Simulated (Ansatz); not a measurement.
# CuO: how settings move the results

Aim, for CuO: see how the k-point mesh on the displaced cell moves the results.

Program: Ansatz 0.2.0. Level of theory: DFT PBE, scalar-relativistic, plane waves, PAW. These are calculated values, not measurements.

1 further run of the same task is left out (set aside as unsound or not needed). Runs told in other sessions of the task aren't counted.

## Step 1: The starting structure

Symmetry: Cc, No. 9, monoclinic system. The conventional cell has a = 4.689 Å, b = 3.427 Å, c = 5.132 Å, α = 90.00°, β = 99.65°, γ = 90.00°. Cu (site symmetry 1) has 4 O at 1.91 to 2.02 Å in its first shell of neighbours. O (site symmetry 1) has 4 Cu at 1.91 to 2.02 Å in its first shell of neighbours.

Structure file:

```xyz
4
Lattice="2.3447 -1.7134 0.0000 2.3447 1.7134 0.0000 -0.8606 0.0000 5.0594" Properties=species:S:1:pos:R:3 pbc="T T T"
Cu    1.1723    0.8457    0.0000
Cu    0.7421   -0.8457    2.5297
O     2.0724   -0.2841    1.2836
O     1.6421    0.2841    3.8133
```

The structure comes from the Crystallography Open Database; it is used as listed.

## Step 2: The base input

Contents of input.yaml:

```yaml
crystal:
  lattice:
    - [2.34465, -1.7134, 0.0]
    - [2.34465, 1.7134, 0.0]
    - [-0.86055, 0.0, 5.05944]
  atoms:
    - { symbol: Cu, position: [0.0032, 0.4968, 0.0] }
    - { symbol: Cu, position: [0.4968, 0.0032, 0.5] }
    - { symbol: O, position: [0.5714, 0.4056, 0.2537] }
    - { symbol: O, position: [0.4056, 0.5714, 0.7537] }
basis:
  ecutwfc: 420
kpoints:
  mp_grid: { grid: [16, 16, 8] }
hamiltonian:
  xc: pbe
scf:
  occupations: { method: gaussian, width: 0.1 }
output:
  forces: true
  stress: true
  eigenvalues: true
  populations: true
```

Its results, from an earlier run: -3595.5774 eV/atom at zero smearing, pressure 5.70 GPa, largest force 0.757 eV/Å, no gap on the mesh, in 7 SCF cycles and 68 s.

The runs on the displaced cell use a copy made earlier, with the atoms moved and the axes strained (about 1 %) at random, so that forces and shear stress do not vanish.

## Step 3: K-point mesh on the displaced cell: 1×1×1

Contents of input.yaml:

```yaml
crystal:
  lattice:
    - [2.3404404522, -1.7107783127, -0.0229301573]
    - [2.3197430003, 1.6824555157, -0.0101368612]
    - [-0.8908838133, 0.0240860588, 5.0786274137]
  atoms:
    - { symbol: Cu, position: [-0.0082652229, 0.4939545091, -0.0055067082] }
    - { symbol: Cu, position: [0.4909130835, -0.0195801087, 0.4987901057] }
    - { symbol: O, position: [0.5733962104, 0.3983939412, 0.2576963426] }
    - { symbol: O, position: [0.3918683292, 0.5610426818, 0.7397132466] }
basis:
  ecutwfc: 420
kpoints:
  mp_grid: { grid: [1, 1, 1] }
hamiltonian:
  xc: pbe
scf:
  occupations: { method: gaussian, width: 0.1 }
output:
  forces: true
  stress: true
  eigenvalues: true
```

Run with:

```bash
$ ansatz run input.yaml --threads 1 --pin off --max-ram 2560MiB --backend cpu --events-out ev --progress --plain --runs-dir out
```

Further runs follow: K-point mesh on the displaced cell set to 2×2×2; K-point mesh on the displaced cell: 4×4×2; K-point mesh on the displaced cell set to 4×4×4; K-point mesh on the displaced cell set to 6×6×4; K-point mesh on the displaced cell: 8×8×4.

Q: Predict the outcome of the series: the values and the trend.

The runs gave:

```
                                                                    quantity                      value
k-point mesh on the displaced cell: within 10 and 1 meV/atom of 10×10×6 from  4×4×2 for 10; 8×8×4 for 1
```

For the k-point mesh on the displaced cell, the energy stays within 1 meV/atom of the reference from 8×8×4 on, at about 0.44 of the reference's time. The reference is only the best run made, not a proven limit. The gaps on the coarsest meshes are artefacts of sampling: the crystal is a metal on the dense ones. The error changes sign along the series, since a k mesh isn't variational, and a metal needs dense meshes to resolve its Fermi surface. Forces come within 0.01 eV/Å only at the reference itself. The listed cell is far from this method's equilibrium (5.7 GPa, forces up to 0.76 eV/Å), so its values are not those of the relaxed crystal. The final runs have no spin polarisation, so a magnetic state may lie lower.

Real CuO has a narrow gap, which semilocal functionals close or nearly close; near the undistorted cell a metallic reading is the functional's, not the solid's.
